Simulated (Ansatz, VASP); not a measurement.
## One calculation of GaP, two programs

```
Ga P
1.0
     1.94302    1.12180    5.91635
    -1.94302    1.12180    5.91635
     0.00000   -2.24360    5.91635
Ga P
2 2
Direct
  0.43537 0.43537 0.43537
  0.56463 0.56463 0.56463
  0.05739 0.05739 0.05739
  0.94261 0.94261 0.94261
```

Change from the starting cell: strain +0.000 along x and y, -0.080 along z, atoms carried along.

Alike in both runs: task single point; functional PBEsol; k mesh 9 × 9 × 9; occupations gaussian, width 0.05 eV; no spin polarisation.

```csv
,VASP,Ansatz
version,VASP 6.6.1,Ansatz 0.2.0
potentials or method,"VASP PAW PBE potentials, release 64 (Ga_d, P)","scalar-relativistic, plane waves, PAW"
plane-wave cutoff (eV),520,420
valence electrons in the cell,36,36
```

```csv
,VASP,Ansatz,Ansatz less VASP
gap on the k mesh at the Fermi level (eV),0.49,0.49,+0.005
least direct gap on the mesh (eV),0.49,0.49,+0.005
pressure (GPa),5.8,5.9,+0.12
largest component of the traceless stress (GPa),15.59,15.64,+0.050
rms of the force components (eV/Å),0.954,0.968,+0.0143
```

Atom by atom the forces differ by 0.014 eV/Å (rms over components). The functional is the same, so the differences come from potentials, cutoffs and numerics.

Caveats: the PAW data sets were made with another functional, which shifts forces and pressure a little (VASP); an odd mesh through Γ misses points on the zone boundary, where band edges often lie.
